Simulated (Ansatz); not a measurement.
**Ta(100) with 4 layers of random Ta-Ti, 2x2: scattering by chemical disorder**

Aim: the residual resistivity of a random alloy, from Ta(100) with 4 layers of random Ta-Ti, 2x2 and longer regions.

Main program and level: Ansatz 0.2.0; Ansatz plane-wave DFT, PBE, PAW files; ballistic transport by layer matching (Landauer), zero bias; PAW set soft_1.

## (1) Set-up

The cell holds 56 atoms: 52 Ta and 4 Ti. Its edges and angles: a = 6.605 Å, b = 6.605 Å, c = 23.118 Å, α = 90.0°, β = 90.0°, γ = 90.0°. It derives from Ta. Regions: lead, 40 atoms (40 Ta); scattering region, 16 atoms (4 Ti and 12 Ta). The structure is stacked along c, and the current runs across the ab planes.

## (2) With 4 alloy layers

In 4 layers a share of 0.25 of the sites is given to Ti at random. The layers about the cell's end stay perfect and serve as the lead. Disorder leaves little or no symmetry, which makes such runs dear. Energies from -0.05 to 0.05 eV in steps of 0.05 eV are too few for the program's thermal sum, so it prints no conductance; for a metal the transmission near the Fermi level serves, at a fraction of the cost.

input.yaml reads:

```yaml
crystal:
  lattice:
    - [6.60512, 0.0, 0.0]
    - [0.0, 6.60512, 0.0]
    - [0.0, 0.0, 23.11792]
  atoms:
    - { symbol: Ta, position: [0.0, 0.0, 0.0357142857] }
    - { symbol: Ta, position: [0.0, 0.5, 0.0357142857] }
    - { symbol: Ta, position: [0.5, 0.0, 0.0357142857] }
    - { symbol: Ta, position: [0.5, 0.5, 0.0357142857] }
    - { symbol: Ta, position: [0.25, 0.25, 0.1071428571] }
    - { symbol: Ta, position: [0.25, 0.75, 0.1071428571] }
    - { symbol: Ta, position: [0.75, 0.25, 0.1071428571] }
    - { symbol: Ta, position: [0.75, 0.75, 0.1071428571] }
    - { symbol: Ta, position: [0.0, 0.0, 0.1785714286] }
    - { symbol: Ta, position: [0.0, 0.5, 0.1785714286] }
    - { symbol: Ta, position: [0.5, 0.0, 0.1785714286] }
    - { symbol: Ta, position: [0.5, 0.5, 0.1785714286] }
    - { symbol: Ta, position: [0.25, 0.25, 0.25] }
    - { symbol: Ta, position: [0.25, 0.75, 0.25] }
    - { symbol: Ta, position: [0.75, 0.25, 0.25] }
    - { symbol: Ta, position: [0.75, 0.75, 0.25] }
    - { symbol: Ta, position: [0.0, 0.0, 0.3214285714] }
    - { symbol: Ta, position: [0.0, 0.5, 0.3214285714] }
    - { symbol: Ta, position: [0.5, 0.0, 0.3214285714] }
    - { symbol: Ta, position: [0.5, 0.5, 0.3214285714] }
    - { symbol: Ti, position: [0.25, 0.25, 0.3928571429] }
    - { symbol: Ta, position: [0.25, 0.75, 0.3928571429] }
    - { symbol: Ta, position: [0.75, 0.25, 0.3928571429] }
    - { symbol: Ta, position: [0.75, 0.75, 0.3928571429] }
    - { symbol: Ta, position: [0.0, 0.0, 0.4642857143] }
    - { symbol: Ta, position: [0.0, 0.5, 0.4642857143] }
    - { symbol: Ti, position: [0.5, 0.0, 0.4642857143] }
    - { symbol: Ta, position: [0.5, 0.5, 0.4642857143] }
    - { symbol: Ta, position: [0.25, 0.25, 0.5357142857] }
    - { symbol: Ta, position: [0.25, 0.75, 0.5357142857] }
    - { symbol: Ta, position: [0.75, 0.25, 0.5357142857] }
    - { symbol: Ta, position: [0.75, 0.75, 0.5357142857] }
    - { symbol: Ti, position: [0.0, 0.0, 0.6071428571] }
    - { symbol: Ta, position: [0.0, 0.5, 0.6071428571] }
    - { symbol: Ta, position: [0.5, 0.0, 0.6071428571] }
    - { symbol: Ti, position: [0.5, 0.5, 0.6071428571] }
    - { symbol: Ta, position: [0.25, 0.25, 0.6785714286] }
    - { symbol: Ta, position: [0.25, 0.75, 0.6785714286] }
    - { symbol: Ta, position: [0.75, 0.25, 0.6785714286] }
    - { symbol: Ta, position: [0.75, 0.75, 0.6785714286] }
    - { symbol: Ta, position: [0.0, 0.0, 0.75] }
    - { symbol: Ta, position: [0.0, 0.5, 0.75] }
    - { symbol: Ta, position: [0.5, 0.0, 0.75] }
    - { symbol: Ta, position: [0.5, 0.5, 0.75] }
    - { symbol: Ta, position: [0.25, 0.25, 0.8214285714] }
    - { symbol: Ta, position: [0.25, 0.75, 0.8214285714] }
    - { symbol: Ta, position: [0.75, 0.25, 0.8214285714] }
    - { symbol: Ta, position: [0.75, 0.75, 0.8214285714] }
    - { symbol: Ta, position: [0.0, 0.0, 0.8928571429] }
    - { symbol: Ta, position: [0.0, 0.5, 0.8928571429] }
    - { symbol: Ta, position: [0.5, 0.0, 0.8928571429] }
    - { symbol: Ta, position: [0.5, 0.5, 0.8928571429] }
    - { symbol: Ta, position: [0.25, 0.25, 0.9642857143] }
    - { symbol: Ta, position: [0.25, 0.75, 0.9642857143] }
    - { symbol: Ta, position: [0.75, 0.25, 0.9642857143] }
    - { symbol: Ta, position: [0.75, 0.75, 0.9642857143] }
kpoints:
  mp_grid: { grid: [4, 4, 1] }
hamiltonian:
  xc: pbe
  pseudopotentials: { kind: paw, azcp: { folder: soft_1 } }
scf:
  occupations: { method: fermi_dirac, width: 0.1 }
output:
  transmission: { leads: [[0, 4]], kmesh: [8, 8], e_range: [-0.05, 0.05], de: 0.05 }
  write_potential: true
  write_density: true
  volumetric_format: npy
```

Launch:

```
$ ansatz run input.yaml --threads 4 --pin off --max-ram 15360MiB --backend cpu --events-out ev --progress --plain --runs-dir out
```

Numbers of over 12 decimals in the logs are rounded to 6 here.

The program printed:

```text
Engine: ansatz 0.2.0, aarch64-unknown-linux-gnu
Pseudopotentials: kind: paw
Pseudopotential: Ta, paw, valence charge 13, recommended cutoff 420 eV (normal), soft_1/Ta.paw.azcp
Pseudopotential: Ti, paw, valence charge 12, recommended cutoff 420 eV (normal), soft_1/Ti.paw.azcp
Functional definition: PBE
  parameter kappa = 0.804
  parameter beta = 0.066725
  exchange = pbe_x(kappa = kappa, mu = beta*pi^2/3)
  correlation = pbe_c(beta = beta)
Crystal: 56 atoms, lattice volume = 1008.580 Å³
Basis set: ecut = 420 eV, 19677 PW (Γ)
Bands: 435, of which v1, the nominal top of the filled ones, is band 362 counted from 1 (361 counted from 0)
Symmetry: 2 space group operations
Space group: Cm (ITA 8), of the structure as read, at distance tolerance 1.0e-4 Å
k-points: 7 of 16 (time reversal used)
Non-local potential: Ta, projectors of the file, l = 0: 3, l = 1: 2, l = 2: 2, l = 3: 1
Non-local potential: Ti, projectors of the file, l = 0: 3, l = 1: 2, l = 2: 3, l = 3: 1
PAW form: soft (Blöchl's): semilocal exchange-correlation on the pseudo side does not see the compensation charge
PAW one-centre angular grid: Ta, 590 points (default); XC on 64 Gauss nodes
PAW one-centre angular grid: Ti, 590 points (default); XC on 64 Gauss nodes
Initial density: superposition of atomic densities (chi_scale 0.1, normalization cell, long waves kept (reshape's long-wave potential 0.21 eV rms))
Initial wavefunctions: pseudopotential atomic-orbital guess
Functional: x = pbe(κ = 0.804, μ = 0.219515), c = pbe(β = 0.066725)
SCF iter   1: F=—  HF=-526535.556111 eV  |F-HF|=—  |Δ(HF+E_count)|=         —  Δρ=4.76e-2  dr2=2.69e2  ethr=3.10e-3  ⟨swp⟩=6.1  Hψ=12328  notcnv=0  defer=1
preconditioner: auto → Kerker (q_TF=auto, 2.582 Å⁻¹)  [metal: Δε(μ)=0.005 eV  Ē_g=4.120 eV  σ=0.100 eV  W_gap=0.01  n_scr=294 (ndim 8)  ℏωp=19.4 eV  f_vac=0.000  D(μ)=70.17/eV (n_scr^D=774)]
SCF iter   2: F=—  HF=-526529.932866 eV  |F-HF|=—  |Δ(HF+E_count)|=    5.62e0  Δρ=2.75e-2  dr2=6.01e1  ethr=3.10e-3  ⟨swp⟩=2.0  Hψ=3801  notcnv=0  defer=57
SCF iter   3: F=—  HF=-526527.452348 eV  |F-HF|=—  |Δ(HF+E_count)|=    2.48e0  Δρ=5.44e-3  dr2=2.77e0  ethr=3.10e-3  ⟨swp⟩=3.9  Hψ=4522  notcnv=0  defer=58
SCF iter   4: F=—  HF=-526527.392995 eV  |F-HF|=—  |Δ(HF+E_count)|=   5.94e-2  Δρ=1.83e-3  dr2=9.50e-1  ethr=3.83e-4  ⟨swp⟩=2.3  Hψ=3565  notcnv=0  defer=56
SCF iter   5: F=—  HF=-526527.386849 eV  |F-HF|=—  |Δ(HF+E_count)|=   6.15e-3  Δρ=8.35e-4  dr2=2.07e-1  ethr=1.31e-4  ⟨swp⟩=1.0  Hψ=2985  notcnv=0  defer=56
SCF iter   6: F=—  HF=-526527.385232 eV  |F-HF|=—  |Δ(HF+E_count)|=   1.62e-3  Δρ=2.14e-4  dr2=1.25e-2  ethr=2.86e-5  ⟨swp⟩=1.0  Hψ=2985  notcnv=0  defer=56
SCF iter   7: F=—  HF=-526527.385121 eV  |F-HF|=—  |Δ(HF+E_count)|=   1.11e-4  Δρ=2.20e-5  dr2=1.30e-4  ethr=1.72e-6  ⟨swp⟩=1.0  Hψ=2985  notcnv=0  defer=56
SCF iter   8: F=—  HF=-526527.385116 eV  |F-HF|=—  |Δ(HF+E_count)|=   4.73e-6  Δρ=3.08e-6  dr2=6.54e-7  ethr=1.80e-8  ⟨swp⟩=1.0  Hψ=2985  notcnv=0  defer=56
SCF iter   9: F=—  HF=-526527.384494 eV  |F-HF|=—  |Δ(HF+E_count)|=   6.22e-4  Δρ=6.80e-7  dr2=1.30e-8  ethr=1.38e-11  ⟨swp⟩=12.0  Hψ=8756  notcnv=0
SCF iter  10: F=-526527.384494 eV  HF=-526527.384494 eV  |F-HF|=2.33e-10  |Δ(HF+E_count)|=    0.00e0  Δρ=1.53e-7  dr2=4.45e-10  ethr=1.80e-12  ⟨swp⟩=1.0  Hψ=7304  notcnv=0
SCF 1 converged in 10 iterations: F = -526527.384494 eV  dr2 = 4.45e-10
  greatest PAW one-centre occupation: 0.999 electrons in one spin orbital (limit 2), on the Ta atom at site 31 (counted from 0), in its partial waves of l = 0
transmission: 90 of 882 steps passed
transmission: 180 of 882 steps passed
[...]
transmission: 882 of 882 steps passed
SCF converged after 10 iterations
Free energy (F): -526527.384494 eV
Harris-Foulkes:  -526527.384494 eV  (|F-HF|=2.33e-10)
Internal energy: -526524.861946 eV  (E = F + TS)
E sigma→0 (E₀):  -526526.123220 eV
Entropy (-TS):   -2.522548 eV (-45.045 meV/atom)
Fermi energy:    18.084967 eV
--- Per-component energies (eV) ---
  E_band       = -6143.617545
  E_kinetic    = 21585.425711
  E_local      = -32091.870694  (includes V_loc(G=0)·N_el)
  E_nonlocal   = -329.427324
  E_hartree    = 11738.370661
  E_xc         = -17169.602614
  E_vxc        = -12731.008471  (∫ρ·V_xc dr)
  E_paw        = -436009.486557  (= ΣΔE_a)
  E_vpaw       = -6053.483976  (= ΣTr[D̂ρ^β])
  E_aug_tail   = 0.004753  (compensation charges beyond the density's cutoff)
  E_ewald      = -74248.275883
  E_smearing   = -2.522548  (= −TS)
  E_closure    = -0.000000  (closes the sum)
  Σ components = -526527.384494   (vs F -526527.384494, Δ=0.00e0)
--- Band table (eV; the first three rows and the last of 7) ---
  k-point 0: bands = [... 358 lower, 18.7394, 18.7785, 18.7787, 18.7935, 18.7937, 18.8372, 18.8705, 18.8709, ... 69 higher]
  k-point 1: bands = [... 358 lower, 18.4033, 18.4147, 18.4358, 18.4598, 18.4630, 18.4721, 18.5388, 18.5722, ... 69 higher]
  k-point 2: bands = [... 358 lower, 17.9679, 17.9960, 18.0075, 18.0350, 18.0617, 18.0681, 18.0927, 18.1216, ... 69 higher]
  k-point 6: bands = [... 358 lower, 17.5192, 17.5295, 17.5310, 17.5441, 17.5622, 17.5643, 17.5667, 17.5705, ... 69 higher]
--- Transmission ---
  basis      : 377 plane waves across, 42 finite elements along
  points     : 21, standing for a mesh of 8 x 8
  energies   : 3 from -0.050000 to 0.050000 eV about the Fermi level, 0.050000 eV apart; the leads are filled to 0.000000 eV, and channels, transmission and decay are at 0.000000 eV
  crystal 0  : Ta4, at the sites [0, 4], period 1.6513 Å, over 16.51 Å; its Hamiltonian steps by up to 6.5 meV
    offset         : up to 0.0000 Å between an atom of the period and one for which it stands
    channels       : 1.048438e1 a spin
    conductance    : none, the energies end too early or step too widely for 300 K: set another output.transmission.e_range or a lower de, or, where they end at an eighth of basis.ecutwfc, a higher one
  junction   : crystal 0 to crystal 0, 0.70 to 22.16 Å
    transmission   : 8.432292e0 a spin
    conductance    : none, the energies end too early or step too widely for 300 K: set another output.transmission.e_range or a lower de, or, where they end at an eighth of basis.ecutwfc, a higher one
```

Wall time 9.3 min (4 threads of Arm Neoverse V2, shared host); peak memory 8 GiB; 30 min of CPU time.

This step gave:

| Item | Value |
| --- | --- |
| free energy | -526527.3845 eV |
| energy at zero smearing | -526526.1232 eV |
| Fermi energy | 18.08 eV |
| cell area | 43.63 Å² |
| transmission per spin nearest the Fermi level | 8.432 |
| open channels per spin nearest the Fermi level | 10.48 |
| step of the lead's potential | 6.5 meV |

Per spin. The transmission, zone mean by energy, zero at the Fermi level:

| energy (eV) | transmission, zone mean |
| --- | --- |
| -0.0500 | 8.37 |
| 0.0000 | 8.43 |
| 0.0500 | 8.24 |

Per spin. Open channels, zone mean, lead against energy, zero at the Fermi level:

```
energy (eV)  open channels, zone mean, lead
    -0.0500                            10.3
     0.0000                            10.5
     0.0500                            10.2
```

Transmission over k1 and k2. At 0.0000 eV from the Fermi level.

Ten even steps from '0' (2.7) to '9' (11.0):
```
20577750
25999995
67999997
77999997
67999997
25999995
20577750
12267622
```
Columns: k1 (b1) from -0.5 to 0.375; rows upwards: k2 (b2) from -0.5 to 0.375.

Open channels over k1 and k2. At 0.0000 eV from the Fermi level.

Ten even steps from '0' (4.0) to '9' (14.0):
```
20588850
45999995
68977798
68977798
68977798
45999995
20588850
02466642
```
Columns: k1 (b1) from -0.5 to 0.375; rows upwards: k2 (b2) from -0.5 to 0.375.

Over the solved energies the transmission per spin lies between 8.24 and 8.43, out of 10.3 channels of the lead on average (up to 10.5).

## (3) With 8 alloy layers

In 8 layers a share of 0.25 of the sites is given to Ti at random. A fresh draw is used; the growth of the resistance with length is what counts.

System of this step: Ta(100) with 8 layers of random Ta-Ti, 2x2. The cell holds 72 atoms: 64 Ta and 8 Ti. Cell: a = 6.605 Å, b = 6.605 Å, c = 29.723 Å, α = 90.0°, β = 90.0°, γ = 90.0°. It derives from Ta. Regions: lead, 40 atoms (40 Ta); scattering region, 32 atoms (24 Ta and 8 Ti). The structure is stacked along c, and the current runs across the ab planes.

input.yaml reads:

```yaml
crystal:
  lattice:
    - [6.60512, 0.0, 0.0]
    - [0.0, 6.60512, 0.0]
    - [0.0, 0.0, 29.72304]
  atoms:
    - { symbol: Ta, position: [0.0, 0.0, 0.0277777778] }
    - { symbol: Ta, position: [0.0, 0.5, 0.0277777778] }
    - { symbol: Ta, position: [0.5, 0.0, 0.0277777778] }
    - { symbol: Ta, position: [0.5, 0.5, 0.0277777778] }
    - { symbol: Ta, position: [0.25, 0.25, 0.0833333333] }
    - { symbol: Ta, position: [0.25, 0.75, 0.0833333333] }
    - { symbol: Ta, position: [0.75, 0.25, 0.0833333333] }
    - { symbol: Ta, position: [0.75, 0.75, 0.0833333333] }
    - { symbol: Ta, position: [0.0, 0.0, 0.1388888889] }
    - { symbol: Ta, position: [0.0, 0.5, 0.1388888889] }
    - { symbol: Ta, position: [0.5, 0.0, 0.1388888889] }
    - { symbol: Ta, position: [0.5, 0.5, 0.1388888889] }
    - { symbol: Ta, position: [0.25, 0.25, 0.1944444444] }
    - { symbol: Ta, position: [0.25, 0.75, 0.1944444444] }
    - { symbol: Ta, position: [0.75, 0.25, 0.1944444444] }
    - { symbol: Ta, position: [0.75, 0.75, 0.1944444444] }
    - { symbol: Ta, position: [0.0, 0.0, 0.25] }
    - { symbol: Ta, position: [0.0, 0.5, 0.25] }
    - { symbol: Ta, position: [0.5, 0.0, 0.25] }
    - { symbol: Ta, position: [0.5, 0.5, 0.25] }
    - { symbol: Ta, position: [0.25, 0.25, 0.3055555556] }
    - { symbol: Ta, position: [0.25, 0.75, 0.3055555556] }
    - { symbol: Ta, position: [0.75, 0.25, 0.3055555556] }
    - { symbol: Ta, position: [0.75, 0.75, 0.3055555556] }
    - { symbol: Ta, position: [0.0, 0.0, 0.3611111111] }
    - { symbol: Ta, position: [0.0, 0.5, 0.3611111111] }
    - { symbol: Ta, position: [0.5, 0.0, 0.3611111111] }
    - { symbol: Ta, position: [0.5, 0.5, 0.3611111111] }
    - { symbol: Ta, position: [0.25, 0.25, 0.4166666667] }
    - { symbol: Ti, position: [0.25, 0.75, 0.4166666667] }
    - { symbol: Ta, position: [0.75, 0.25, 0.4166666667] }
    - { symbol: Ta, position: [0.75, 0.75, 0.4166666667] }
    - { symbol: Ti, position: [0.0, 0.0, 0.4722222222] }
    - { symbol: Ta, position: [0.0, 0.5, 0.4722222222] }
    - { symbol: Ta, position: [0.5, 0.0, 0.4722222222] }
    - { symbol: Ti, position: [0.5, 0.5, 0.4722222222] }
    - { symbol: Ti, position: [0.25, 0.25, 0.5277777778] }
    - { symbol: Ta, position: [0.25, 0.75, 0.5277777778] }
    - { symbol: Ta, position: [0.75, 0.25, 0.5277777778] }
    - { symbol: Ta, position: [0.75, 0.75, 0.5277777778] }
    - { symbol: Ta, position: [0.0, 0.0, 0.5833333333] }
    - { symbol: Ta, position: [0.0, 0.5, 0.5833333333] }
    - { symbol: Ta, position: [0.5, 0.0, 0.5833333333] }
    - { symbol: Ta, position: [0.5, 0.5, 0.5833333333] }
    - { symbol: Ta, position: [0.25, 0.25, 0.6388888889] }
    - { symbol: Ti, position: [0.25, 0.75, 0.6388888889] }
    - { symbol: Ta, position: [0.75, 0.25, 0.6388888889] }
    - { symbol: Ta, position: [0.75, 0.75, 0.6388888889] }
    - { symbol: Ti, position: [0.0, 0.0, 0.6944444444] }
    - { symbol: Ta, position: [0.0, 0.5, 0.6944444444] }
    - { symbol: Ti, position: [0.5, 0.0, 0.6944444444] }
    - { symbol: Ti, position: [0.5, 0.5, 0.6944444444] }
    - { symbol: Ta, position: [0.25, 0.25, 0.75] }
    - { symbol: Ta, position: [0.25, 0.75, 0.75] }
    - { symbol: Ta, position: [0.75, 0.25, 0.75] }
    - { symbol: Ta, position: [0.75, 0.75, 0.75] }
    - { symbol: Ta, position: [0.0, 0.0, 0.8055555556] }
    - { symbol: Ta, position: [0.0, 0.5, 0.8055555556] }
    - { symbol: Ta, position: [0.5, 0.0, 0.8055555556] }
    - { symbol: Ta, position: [0.5, 0.5, 0.8055555556] }
    - { symbol: Ta, position: [0.25, 0.25, 0.8611111111] }
    - { symbol: Ta, position: [0.25, 0.75, 0.8611111111] }
    - { symbol: Ta, position: [0.75, 0.25, 0.8611111111] }
    - { symbol: Ta, position: [0.75, 0.75, 0.8611111111] }
    - { symbol: Ta, position: [0.0, 0.0, 0.9166666667] }
    - { symbol: Ta, position: [0.0, 0.5, 0.9166666667] }
    - { symbol: Ta, position: [0.5, 0.0, 0.9166666667] }
    - { symbol: Ta, position: [0.5, 0.5, 0.9166666667] }
    - { symbol: Ta, position: [0.25, 0.25, 0.9722222222] }
    - { symbol: Ta, position: [0.25, 0.75, 0.9722222222] }
    - { symbol: Ta, position: [0.75, 0.25, 0.9722222222] }
    - { symbol: Ta, position: [0.75, 0.75, 0.9722222222] }
kpoints:
  mp_grid: { grid: [4, 4, 1] }
hamiltonian:
  xc: pbe
  pseudopotentials: { kind: paw, azcp: { folder: soft_1 } }
scf:
  occupations: { method: fermi_dirac, width: 0.1 }
output:
  transmission: { leads: [[0, 4]], kmesh: [8, 8], e_range: [-0.05, 0.05], de: 0.05 }
  write_potential: true
  write_density: true
  volumetric_format: npy
```

The program printed:

```text
[...]
Crystal: 72 atoms, lattice volume = 1296.745 Å³
Basis set: ecut = 420 eV, 25307 PW (Γ)
Bands: 557, of which v1, the nominal top of the filled ones, is band 464 counted from 1 (463 counted from 0)
Symmetry: 1 space group operations
[...]
k-points: 10 of 16 (time reversal used)
[...]
SCF iter   1: F=—  HF=-655745.403992 eV  |F-HF|=—  |Δ(HF+E_count)|=         —  Δρ=6.28e-2  dr2=3.01e3  ethr=3.10e-3  ⟨swp⟩=6.8  Hψ=22836  notcnv=0  defer=9
[...]
SCF iter  11: F=-655724.529293 eV  HF=-655724.529293 eV  |F-HF|=4.66e-10  |Δ(HF+E_count)|=  9.31e-10  Δρ=1.53e-7  dr2=5.12e-10  ethr=2.18e-12  ⟨swp⟩=1.0  Hψ=15099  notcnv=0
SCF 1 converged in 11 iterations: F = -655724.529293 eV  dr2 = 5.12e-10
[...]
transmission: 189 of 1836 steps passed
transmission: 369 of 1836 steps passed
[...]
transmission: 1836 of 1836 steps passed
SCF converged after 11 iterations
Free energy (F): -655724.529293 eV
[...]
Internal energy: -655721.132535 eV  (E = F + TS)
E sigma→0 (E₀):  -655722.830914 eV
Entropy (-TS):   -3.396758 eV (-47.177 meV/atom)
Fermi energy:    17.853683 eV
[...]
--- Band table (eV; the first three rows and the last of 10) ---
  k-point 0: bands = [... 460 lower, 18.4826, 18.4927, 18.5003, 18.5009, 18.5077, 18.5272, 18.5287, 18.5526, ... 89 higher]
  k-point 1: bands = [... 460 lower, 18.1484, 18.1544, 18.1708, 18.1778, 18.2110, 18.2230, 18.2363, 18.2631, ... 89 higher]
  k-point 2: bands = [... 460 lower, 17.6783, 17.7094, 17.7121, 17.7206, 17.7342, 17.7764, 17.8546, 17.8665, ... 89 higher]
  k-point 9: bands = [... 460 lower, 17.2268, 17.2299, 17.2414, 17.2599, 17.2927, 17.3420, 17.3476, 17.3618, ... 89 higher]
--- Transmission ---
  basis      : 377 plane waves across, 54 finite elements along
  points     : 34, standing for a mesh of 8 x 8
[...]
channels       : 1.048438e1 a spin
[...]
junction   : crystal 0 to crystal 0, 2.35 to 30.42 Å
    transmission   : 7.150804e0 a spin
[...]
```

Elapsed: 21 min, on 4 threads; peak memory 8.3 GiB.

This step gave:

- free energy: -655724.5293 eV
- energy at zero smearing: -655722.8309 eV
- Fermi energy: 17.85 eV
- transmission per spin nearest the Fermi level: 7.151
- step of the lead's potential: 2.7 meV

Per spin. Transmission, zone mean against energy, zero at the Fermi level:

| energy (eV) | transmission, zone mean |
| --- | --- |
| -0.0500 | 6.90 |
| 0.0000 | 7.15 |
| 0.0500 | 7.04 |

Over the solved energies the transmission per spin lies between 6.90 and 7.15, out of 10.2 channels of the lead on average (up to 10.5).

(Continued in part 2 of 2.)

[Logs are printed without paths, hosts, clocks, repeated set-up lines and the standing remarks that a program may print on its own settings, such as how far it seeks lower states.]

[Hosts, paths, dates, database ids (printed as entryN), source tags and the programs' standing remarks are cut or masked in the printed files.]
